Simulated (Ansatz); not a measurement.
Theory: Ansatz, DFT, revPBE, plane waves (420 eV) with PAW, scalar-relativistic. The PAW files were generated under PBE, with cores re-solved for the functional.

An element in the diamond structure gives this curve. The cell is scaled uniformly from the relaxed one, with fractional coordinates and shape fixed. Energies are extrapolated to zero smearing, pressures are those at the given smearing. Magnetic state: spin not included.

```
V (Å³/atom)  E − E₀ (meV/atom)  P (GPa)
     18.795              140.3    20.93
     19.649               54.9    12.14
     20.503               11.2     5.28
     21.357                0.1    -0.08
     22.212               14.3    -4.23
     23.066               48.1    -7.45
     23.920               96.9    -9.91
```

Problem. Which element is it?
A. germanium
B. rhodium
C. manganese
D. copper

Solution. B. Its fit is V₀ = 21.27 Å³/atom, B₀ = 120 GPa, B₀′ = 5.3.
